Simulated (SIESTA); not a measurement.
# WS2 under changes of volume

One of the cells (49.592 Å³/atom); the others are scaled copies at fixed shape and fractional positions:

```
W S
1.0
     3.18352    0.00000    0.00000
    -1.59176    2.75701    0.00000
     0.00000    0.00000   16.95058
W S
1 2
Direct
  0.00000 0.00000 0.00000
  0.33333 0.66667 0.09200
  0.33333 0.66667 0.90800
```

| Quantity | Value |
| --- | --- |
| Program | SIESTA 5.4.2 |
| Functional | PBEsol |
| Potentials or basis | PseudoDojo 0.4 standard (PBEsol files) |
| Basis | DZP (energy shift 0.003 Ry; two zetas on semicore shells) |
| Grid cutoff | 800 Ry |
| Energy shift | 0.003 Ry |
| k mesh | 10 × 10 × 2 |
| Occupations | fermi-dirac, width 0.05 eV |
| Spin | no spin polarisation |

```csv
volume (Å³/atom),energy over the lowest point (meV/atom),gap on the mesh (eV),largest force (eV/Å)
46.616,40.64,2.20,1.587
47.608,18.05,2.13,1.125
48.600,4.83,2.06,0.699
49.592,0.00,1.99,0.303
50.583,2.74,1.93,0.065
51.575,12.30,1.87,0.402
52.567,?,?,?
```

Problem. What does the run at 52.567 Å³/atom give?

Solution. Energy over the lowest point 27.94 meV/atom; gap on the mesh 1.81 eV; largest force 0.715 eV/Å.

Worked out: A Birch-Murnaghan fit of order 3 (a polynomial in V^(-2/3)) to the other rows has its minimum at 49.71 Å³/atom with B0 = V·E''(V) = 60 GPa and B' = 4.3 at fixed shape and positions, which overstates the stiffness. It gives 27.99 meV/atom at 52.567 Å³/atom, against the run's 27.94. A straight line through the other rows of the gap, of slope -3.28 eV per unit of ln V, extrapolates to 1.80 eV, against the run's 1.81.

Energies are extrapolated to zero smearing.

Caveats: short orbitals over semicore shells can move pressures by several GPa; spin-orbit coupling is left out, which moves the levels of the heavy elements; the basis of atomic orbitals isn't converged, which shifts pressures, moduli and gaps.

A mesh can miss the band edges.
